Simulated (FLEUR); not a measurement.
# FeO (Wuestite) (R-3m) in FLEUR: a series of runs

Runs on FeO (Wuestite). Level: r2SCAN. Tasks: band structure, equation of state.

Everything below comes from runs of FLEUR MaX-R8.1 (later development tree). Logs are shortened: lines on timing, memory, paths and dates and some standing lists are left out, and cuts for length are marked.

### Step 1. The structure

Symmetry: R-3m, No. 166, trigonal system. Conventional cell: a = 3.038 Å, b = 3.038 Å, c = 7.559 Å, α = 90.00°, β = 90.00°, γ = 120.00°. Around Fe (site symmetry -3m) lie 6 O at 2.16 Å. O (site symmetry -3m) has 6 Fe at 2.16 Å as nearest neighbours.

### Step 2. Band structure, r2SCAN, collinear spin, ferromagnetic start

File inp.xml:

```xml
<?xml version="1.0" encoding="UTF-8" standalone="no"?>
<fleurInput fleurInputVersion="0.39">
   <comment>
      FeO                                                                                                 
   </comment>
   <calculationSetup>
      <cutoffs Kmax="4.58" Gmax="14.2" GmaxXC="14.2" numbands="0"/>
      <scfLoop itmax="80" minDistance="0.0001" maxIterBroyd="30" imix="Anderson" alpha="0.05" precondParam="0.0" spinf="2.0" sdNocoIR="T"/>
      <coreElectrons ctail="F" frcor="F" kcrel="0" coretail_lmax="0"/>
      <xcFunctional name="LibXC" relativisticCorrections="F">
         <LibXCName exchange="mgga_x_r2scan" correlation="mgga_c_r2scan"/>
         <AuxGGA exchange="117" correlation="130"/>
      </xcFunctional>
      <magnetism jspins="2"/>
      <soc l_soc="F" theta="0.0" phi="0.0" spav="F"/>
      <expertModes spex="0" secvar="F"/>
      <geometryOptimization l_f="F" forcealpha="1.0" forcemix="BFGS" epsdisp="0.00001" epsforce="0.00001"/>
      <ldaU l_linMix="F" mixParam="0.05" spinf="1.0"/>
   </calculationSetup>
   <cell>
      <bzIntegration valenceElectrons="22.0" mode="hist" fermiSmearingEnergy="0.00183747">
         <kPointListSelection listName="default-1"/>
         <!-- k-points included here -->
         <xi:include xmlns:xi="http://www.w3.org/2001/XInclude" href="kpts.xml"> </xi:include>
      </bzIntegration>
      <!-- symmetry operations included here -->
[... 34 lines left out ...]
         </electronConfig>
         <energyParameters s="2" p="2" d="3" f="4"/>
         <lo type="SCLO" l="0" n="2" eDeriv="2"/>
         <lo type="SCLO" l="1" n="2" eDeriv="2"/>
         <lo type="SCLO" l="2" n="3" eDeriv="2"/>
      </species>
   </atomSpecies>
   <atomGroups>
      <atomGroup species="Iron (Fe) 3.000">
         <relPos label="                   1">.0000000000 .0000000000 .0000000000</relPos>
         <force calculate="T" relaxXYZ="TTT"/>
      </atomGroup>
      <atomGroup species="Oxygen (O)">
         <relPos label="                   2">1.000/2.000 1.000/2.000 1.000/2.000</relPos>
         <force calculate="T" relaxXYZ="TTT"/>
      </atomGroup>
   </atomGroups>
   <output dos="F" band="F" slice="F">
      <checks vchk="F" cdinf="F"/>
      <bandDOS minEnergy="-.5*Htr" maxEnergy="0.5*Htr" sigma="0.015" storeEVData="T"/>
      <vacuumDOS vacdos="F" integ="F" star="F" nstars="0" locx1="0.0" locy1="0.0" locx2="0.0" locy2="0.0" nstm="0" tworkf="0.0"/>
      <unfoldingBand unfoldBand="F" supercellX="1" supercellY="1" supercellZ="1"/>
      <plotting iplot="0" polar="F">
         <plot TwoD="T" vec1="  1.0  0.0  0.0" vec2="  0.0  1.0  0.0" vec3="  0.0  0.0  1.0" zero="  0.0  0.0  0.0" file="plot"/>
      </plotting>
      <chargeDensitySlicing numkpt="0" minEigenval="0.0" maxEigenval="0.0" nnne="0" pallst="F"/>
      <specialOutput eonly="F"/>
      <moessbauerParams electricFieldGradient="T" isomerShift="T" coreHyperfine="T" valenceHyperfine="T"/>
      <magneticCircularDichroism mcd="F" energyLo="-10.0" energyUp="0.0"/>
   </output>
  <!-- We include the file relax.xml here to enable relaxations (see documentation) -->
  <xi:include xmlns:xi="http://www.w3.org/2001/XInclude" href="relax.xml"> <xi:fallback/> </xi:include>
</fleurInput>
```

File crystal.txt:

```
FeO
&input cartesian=F /
1.5188209023  0.8768916568  2.5195772846
-1.5188209023  0.8768916568  2.5195772846
0.0000000000  -1.7537833136  2.5195772846
1.8897261246
1.0 1.0 1.0

2
26 0.0000000000  0.0000000000  0.0000000000 : 3.000
8 0.5000000000  0.5000000000  0.5000000000

&kpt div1=11 div2=11 div3=11 gamma=T /
```

File inp.xml (bands):

```
<?xml version="1.0" encoding="UTF-8" standalone="no"?>
<fleurInput fleurInputVersion="0.39">
   <comment>
      FeO                                                                                                 
   </comment>
   <calculationSetup>
      <cutoffs Kmax="4.58" Gmax="14.2" GmaxXC="14.2" numbands="0"/>
      <scfLoop itmax="80" minDistance="0.0001" maxIterBroyd="30" imix="Anderson" alpha="0.05" precondParam="0.0" spinf="2.0" sdNocoIR="T"/>
      <coreElectrons ctail="F" frcor="F" kcrel="0" coretail_lmax="0"/>
      <xcFunctional name="LibXC" relativisticCorrections="F">
         <LibXCName exchange="mgga_x_r2scan" correlation="mgga_c_r2scan"/>
         <AuxGGA exchange="117" correlation="130"/>
      </xcFunctional>
      <magnetism jspins="2"/>
      <soc l_soc="F" theta="0.0" phi="0.0" spav="F"/>
      <expertModes spex="0" secvar="F"/>
      <geometryOptimization l_f="F" forcealpha="1.0" forcemix="BFGS" epsdisp="0.00001" epsforce="0.00001"/>
      <ldaU l_linMix="F" mixParam="0.05" spinf="1.0"/>
   </calculationSetup>
   <cell>
      <bzIntegration valenceElectrons="22.0" mode="hist" fermiSmearingEnergy="0.00183747">
         <kPointListSelection listName="path-1"/>
         <!-- k-points included here -->
         <xi:include xmlns:xi="http://www.w3.org/2001/XInclude" href="kpts.xml"> </xi:include>
      </bzIntegration>
      <!-- symmetry operations included here -->
      <xi:include xmlns:xi="http://www.w3.org/2001/XInclude" href="sym.xml"> </xi:include>
[... 33 lines left out ...]
         </electronConfig>
         <energyParameters s="2" p="2" d="3" f="4"/>
         <lo type="SCLO" l="0" n="2" eDeriv="2"/>
         <lo type="SCLO" l="1" n="2" eDeriv="2"/>
         <lo type="SCLO" l="2" n="3" eDeriv="2"/>
      </species>
   </atomSpecies>
   <atomGroups>
      <atomGroup species="Iron (Fe) 3.000">
         <relPos label="                   1">.0000000000 .0000000000 .0000000000</relPos>
         <force calculate="T" relaxXYZ="TTT"/>
      </atomGroup>
      <atomGroup species="Oxygen (O)">
         <relPos label="                   2">1.000/2.000 1.000/2.000 1.000/2.000</relPos>
         <force calculate="T" relaxXYZ="TTT"/>
      </atomGroup>
   </atomGroups>
   <output dos="F" band="T" slice="F">
      <checks vchk="F" cdinf="F"/>
      <bandDOS minEnergy="-.5*Htr" maxEnergy="0.5*Htr" sigma="0.015" storeEVData="T"/>
      <vacuumDOS vacdos="F" integ="F" star="F" nstars="0" locx1="0.0" locy1="0.0" locx2="0.0" locy2="0.0" nstm="0" tworkf="0.0"/>
      <unfoldingBand unfoldBand="F" supercellX="1" supercellY="1" supercellZ="1"/>
      <plotting iplot="0" polar="F">
         <plot TwoD="T" vec1="  1.0  0.0  0.0" vec2="  0.0  1.0  0.0" vec3="  0.0  0.0  1.0" zero="  0.0  0.0  0.0" file="plot"/>
      </plotting>
      <chargeDensitySlicing numkpt="0" minEigenval="0.0" maxEigenval="0.0" nnne="0" pallst="F"/>
      <specialOutput eonly="F"/>
      <moessbauerParams electricFieldGradient="T" isomerShift="T" coreHyperfine="T" valenceHyperfine="T"/>
      <magneticCircularDichroism mcd="F" energyLo="-10.0" energyUp="0.0"/>
   </output>
  <!-- We include the file relax.xml here to enable relaxations (see documentation) -->
  <xi:include xmlns:xi="http://www.w3.org/2001/XInclude" href="relax.xml"> <xi:fallback/> </xi:include>
</fleurInput>
```

Potentials or basis: all-electron, FLAPW.

Launch:

```bash
$ inpgen -f crystal.txt -profile fastHighL
$ # inp.xml edited to the form shown
$ fleur_MPI
$ fleur_MPI   # second run, on inp.xml (bands)
```

The log of the run:

```text
Welcome to FLEUR        (www.flapw.de)
      MaX-Release 8.1          (www.max-centre.eu)
 func_ids         498         497         498         497
 MetaGGA potential functional detected - V_tau will be computed
 Auxiliary Potential for radial basis: exchange=         117  correlation=         130
The functional 'Re-regularized SCAN exchange by Furness et al' is an exchange functional, it belongs to the 'MGGA' family and is defined in the reference(s):
[1] J. W. Furness, A. D. Kaplan, J. Ning, J. P. Perdew, and J. Sun.,  J. Phys. Chem. Lett. 11, 8208-8215 (2020)
[2] J. W. Furness, A. D. Kaplan, J. Ning, J. P. Perdew, and J. Sun.,  J. Phys. Chem. Lett. 11, 9248-9248 (2020)
The functional 'Re-regularized SCAN correlation by Furness et al' is a correlation functional, it belongs to the 'MGGA' family and is defined in the reference(s):
[1] J. W. Furness, A. D. Kaplan, J. Ning, J. P. Perdew, and J. Sun.,  J. Phys. Chem. Lett. 11, 8208-8215 (2020)
[2] J. W. Furness, A. D. Kaplan, J. Ning, J. P. Perdew, and J. Sun.,  J. Phys. Chem. Lett. 11, 9248-9248 (2020)
 Using same functional for VXC and EXC

 ========== k-point set info ==========
 Selected k-point list: default-1
 k-point list type: mesh
 11 x 11 x 11
 Number of k points: 146

 ------------Calculation Setup---------------------------
 Number of MPI-tasks      :            1
 Number of PE/node        :            1
 Number of OMP-threads    :            1
 Most efficient MPI parallelization for:
           1           2          73         146
 Additional eigenvalue parallelization possible
 Number of basis functions:          305
 Approximate size of matrices (H+S) per k-point:         0.001 GB
 --------------------------------------------------------
The functional 'Hammer, Hansen, and Norskov' is an exchange functional, it belongs to the 'GGA' family and is defined in the reference(s):
[1] B. Hammer, L. B. Hansen, and J. K. Nørskov.,  Phys. Rev. B 59, 7413 (1999)
The functional 'Perdew, Burke & Ernzerhof' is a correlation functional, it belongs to the 'GGA' family and is defined in the reference(s):
[1] J. P. Perdew, K. Burke, and M. Ernzerhof.,  Phys. Rev. Lett. 77, 3865 (1996)
[2] J. P. Perdew, K. Burke, and M. Ernzerhof.,  Phys. Rev. Lett. 78, 1396 (1997)
 Using same functional for VXC and EXC
 Using auxiliary GGA potential for the first iteration of MetaGGA calculation.
 Reset of history
 Reset of history
 Iteration:     1   Distance:      31.59204936 me/bohr^3
The functional 'Hammer, Hansen, and Norskov' is an exchange functional, it belongs to the 'GGA' family and is defined in the reference(s):
[1] B. Hammer, L. B. Hansen, and J. K. Nørskov.,  Phys. Rev. B 59, 7413 (1999)
The functional 'Perdew, Burke & Ernzerhof' is a correlation functional, it belongs to the 'GGA' family and is defined in the reference(s):
[1] J. P. Perdew, K. Burke, and M. Ernzerhof.,  Phys. Rev. Lett. 77, 3865 (1996)
[2] J. P. Perdew, K. Burke, and M. Ernzerhof.,  Phys. Rev. Lett. 78, 1396 (1997)
 Using same functional for VXC and EXC
 Iteration:     2   Distance:      28.26585231 me/bohr^3
The functional 'Hammer, Hansen, and Norskov' is an exchange functional, it belongs to the 'GGA' family and is defined in the reference(s):
[1] B. Hammer, L. B. Hansen, and J. K. Nørskov.,  Phys. Rev. B 59, 7413 (1999)
The functional 'Perdew, Burke & Ernzerhof' is a correlation functional, it belongs to the 'GGA' family and is defined in the reference(s):
[1] J. P. Perdew, K. Burke, and M. Ernzerhof.,  Phys. Rev. Lett. 77, 3865 (1996)
[2] J. P. Perdew, K. Burke, and M. Ernzerhof.,  Phys. Rev. Lett. 78, 1396 (1997)
 Using same functional for VXC and EXC
 Iteration:     3   Distance:      26.51011722 me/bohr^3
The functional 'Hammer, Hansen, and Norskov' is an exchange functional, it belongs to the 'GGA' family and is defined in the reference(s):
[1] B. Hammer, L. B. Hansen, and J. K. Nørskov.,  Phys. Rev. B 59, 7413 (1999)
The functional 'Perdew, Burke & Ernzerhof' is a correlation functional, it belongs to the 'GGA' family and is defined in the reference(s):
[1] J. P. Perdew, K. Burke, and M. Ernzerhof.,  Phys. Rev. Lett. 77, 3865 (1996)
[2] J. P. Perdew, K. Burke, and M. Ernzerhof.,  Phys. Rev. Lett. 78, 1396 (1997)
 Using same functional for VXC and EXC
 Iteration:     4   Distance:      15.16958197 me/bohr^3
The functional 'Hammer, Hansen, and Norskov' is an exchange functional, it belongs to the 'GGA' family and is defined in the reference(s):
[1] B. Hammer, L. B. Hansen, and J. K. Nørskov.,  Phys. Rev. B 59, 7413 (1999)
The functional 'Perdew, Burke & Ernzerhof' is a correlation functional, it belongs to the 'GGA' family and is defined in the reference(s):
[1] J. P. Perdew, K. Burke, and M. Ernzerhof.,  Phys. Rev. Lett. 77, 3865 (1996)
[2] J. P. Perdew, K. Burke, and M. Ernzerhof.,  Phys. Rev. Lett. 78, 1396 (1997)
 Using same functional for VXC and EXC
 Iteration:     5   Distance:       9.81869101 me/bohr^3
The functional 'Hammer, Hansen, and Norskov' is an exchange functional, it belongs to the 'GGA' family and is defined in the reference(s):
[1] B. Hammer, L. B. Hansen, and J. K. Nørskov.,  Phys. Rev. B 59, 7413 (1999)
The functional 'Perdew, Burke & Ernzerhof' is a correlation functional, it belongs to the 'GGA' family and is defined in the reference(s):
[1] J. P. Perdew, K. Burke, and M. Ernzerhof.,  Phys. Rev. Lett. 77, 3865 (1996)
[2] J. P. Perdew, K. Burke, and M. Ernzerhof.,  Phys. Rev. Lett. 78, 1396 (1997)
 Using same functional for VXC and EXC
 Iteration:     6   Distance:       6.17414317 me/bohr^3
The functional 'Hammer, Hansen, and Norskov' is an exchange functional, it belongs to the 'GGA' family and is defined in the reference(s):
[1] B. Hammer, L. B. Hansen, and J. K. Nørskov.,  Phys. Rev. B 59, 7413 (1999)
The functional 'Perdew, Burke & Ernzerhof' is a correlation functional, it belongs to the 'GGA' family and is defined in the reference(s):
[1] J. P. Perdew, K. Burke, and M. Ernzerhof.,  Phys. Rev. Lett. 77, 3865 (1996)
[2] J. P. Perdew, K. Burke, and M. Ernzerhof.,  Phys. Rev. Lett. 78, 1396 (1997)
 Using same functional for VXC and EXC
[... 103 lines left out ...]
[2] J. P. Perdew, K. Burke, and M. Ernzerhof.,  Phys. Rev. Lett. 78, 1396 (1997)
 Using same functional for VXC and EXC
 Iteration:    22   Distance:       0.00336288 me/bohr^3
The functional 'Hammer, Hansen, and Norskov' is an exchange functional, it belongs to the 'GGA' family and is defined in the reference(s):
[1] B. Hammer, L. B. Hansen, and J. K. Nørskov.,  Phys. Rev. B 59, 7413 (1999)
The functional 'Perdew, Burke & Ernzerhof' is a correlation functional, it belongs to the 'GGA' family and is defined in the reference(s):
[1] J. P. Perdew, K. Burke, and M. Ernzerhof.,  Phys. Rev. Lett. 77, 3865 (1996)
[2] J. P. Perdew, K. Burke, and M. Ernzerhof.,  Phys. Rev. Lett. 78, 1396 (1997)
 Using same functional for VXC and EXC
 Iteration:    23   Distance:       0.00103877 me/bohr^3
The functional 'Hammer, Hansen, and Norskov' is an exchange functional, it belongs to the 'GGA' family and is defined in the reference(s):
[1] B. Hammer, L. B. Hansen, and J. K. Nørskov.,  Phys. Rev. B 59, 7413 (1999)
The functional 'Perdew, Burke & Ernzerhof' is a correlation functional, it belongs to the 'GGA' family and is defined in the reference(s):
[1] J. P. Perdew, K. Burke, and M. Ernzerhof.,  Phys. Rev. Lett. 77, 3865 (1996)
[2] J. P. Perdew, K. Burke, and M. Ernzerhof.,  Phys. Rev. Lett. 78, 1396 (1997)
 Using same functional for VXC and EXC
 Iteration:    24   Distance:       0.00043437 me/bohr^3
The functional 'Hammer, Hansen, and Norskov' is an exchange functional, it belongs to the 'GGA' family and is defined in the reference(s):
[1] B. Hammer, L. B. Hansen, and J. K. Nørskov.,  Phys. Rev. B 59, 7413 (1999)
The functional 'Perdew, Burke & Ernzerhof' is a correlation functional, it belongs to the 'GGA' family and is defined in the reference(s):
[1] J. P. Perdew, K. Burke, and M. Ernzerhof.,  Phys. Rev. Lett. 77, 3865 (1996)
[2] J. P. Perdew, K. Burke, and M. Ernzerhof.,  Phys. Rev. Lett. 78, 1396 (1997)
 Using same functional for VXC and EXC
 Iteration:    25   Distance:       0.00043413 me/bohr^3
The functional 'Hammer, Hansen, and Norskov' is an exchange functional, it belongs to the 'GGA' family and is defined in the reference(s):
[1] B. Hammer, L. B. Hansen, and J. K. Nørskov.,  Phys. Rev. B 59, 7413 (1999)
The functional 'Perdew, Burke & Ernzerhof' is a correlation functional, it belongs to the 'GGA' family and is defined in the reference(s):
[1] J. P. Perdew, K. Burke, and M. Ernzerhof.,  Phys. Rev. Lett. 77, 3865 (1996)
[2] J. P. Perdew, K. Burke, and M. Ernzerhof.,  Phys. Rev. Lett. 78, 1396 (1997)
 Using same functional for VXC and EXC
 Iteration:    26   Distance:       0.00004905 me/bohr^3

 ********************************************************************
 Run finished successfully
 Stop message:
   all done
 ********************************************************************
```

Run time: 4.4 min. Hardware: 1 thread of Arm Neoverse V1, shared host; peak memory 0.14 GiB.

Results:

```
Free energy                                           : -36688.1539 eV
Band gap along the path                               : none (metal or under the smearing width)
Net moment                                            : 4.00 μB per cell
Site moments                                          : Fe +3.67; O +0.29 μB
Valence electrons inside the program's atomic spheres : Fe 14.16; O 5.31 (radii Fe 2.14, O 1.64 bohr)
```

Levels at the corners of the path, in eV from the Fermi level:
Spin up:
```csv
point,band 9,band 10,band 11,band 12,band 13,band 14,band 15,band 16,band 17,band 18
Γ,-4.81,-4.81,-4.65,-4.54,-4.54,-0.16,15.37,16.75,17.15,17.15
L,-4.15,-4.14,-3.51,-1.30,-1.27,3.95,8.50,12.45,12.64,19.47
B1,-4.10,-4.04,-4.01,-3.89,-2.73,7.36,8.89,9.04,11.85,19.93
B,-4.10,-4.04,-4.01,-3.89,-2.73,7.36,8.89,9.04,11.85,19.93
Z,-4.19,-4.19,-3.52,-1.31,-1.31,4.08,8.26,12.84,12.84,19.73
Γ,-4.81,-4.81,-4.65,-4.54,-4.54,-0.16,15.37,16.75,17.15,17.15
X,-4.65,-4.00,-3.73,-3.54,-2.69,6.70,8.65,8.77,14.17,16.76
Q,-4.65,-4.00,-3.73,-3.54,-2.69,6.70,8.65,8.77,14.17,16.76
F,-5.67,-4.45,-3.98,-3.92,-3.87,5.16,8.79,10.57,14.82,15.03
P1,-4.70,-4.04,-3.69,-3.57,-2.73,6.70,8.57,8.86,14.41,16.51
Z,-4.19,-4.19,-3.52,-1.31,-1.31,4.08,8.26,12.84,12.84,19.73
L,-4.15,-4.14,-3.51,-1.30,-1.27,3.95,8.50,12.45,12.64,19.47
P,-4.70,-4.04,-3.69,-3.57,-2.73,6.70,8.57,8.86,14.41,16.51
```
Spin down:
```
point  band 6  band 7  band 8  band 9  band 10  band 11  band 12  band 13
    Γ   -4.03   -3.92   -3.92   -0.86    -0.70    -0.70     0.62     0.62
    L   -8.70   -5.82   -5.71    0.37     0.49     0.63     3.20     3.22
   B1   -6.82   -6.80   -6.19   -0.08    -0.06     0.78     1.52     2.25
    B   -6.82   -6.80   -6.19   -0.08    -0.06     0.78     1.52     2.25
    Z   -8.76   -5.68   -5.68    0.44     0.44     0.53     3.16     3.16
    Γ   -4.03   -3.92   -3.92   -0.86    -0.70    -0.70     0.62     0.62
    X   -7.22   -6.79   -5.57   -0.81     0.56     0.69     1.75     2.21
    Q   -7.22   -6.79   -5.57   -0.81     0.56     0.69     1.75     2.21
    F   -7.64   -5.22   -5.11   -2.18     0.75     0.80     1.20     1.60
   P1   -7.25   -6.81   -5.45   -0.88     0.62     0.67     1.74     2.16
    Z   -8.76   -5.68   -5.68    0.44     0.44     0.53     3.16     3.16
    L   -8.70   -5.82   -5.71    0.37     0.49     0.63     3.20     3.22
    P   -7.25   -6.81   -5.45   -0.88     0.62     0.67     1.74     2.16
```

Core levels (eV from the Fermi level):
```csv
atom,levels
1 Fe,"1s1/2 -6992.5, 2s1/2 -814.4, 2p1/2 -701.0, 2p3/2 -688.6"
2 O,1s1/2 -507.6
```

Caveat: the meta-GGA is that of a development version, with a GGA for the radial functions and cores and without core tails; a cell with one magnetic atom can't hold antiferromagnetic order, which such compounds often take; semilocal functionals often make such compounds metallic where correlation or magnetic order opens a gap, which also shifts bond lengths.

(Continued in part 2 of 2.)
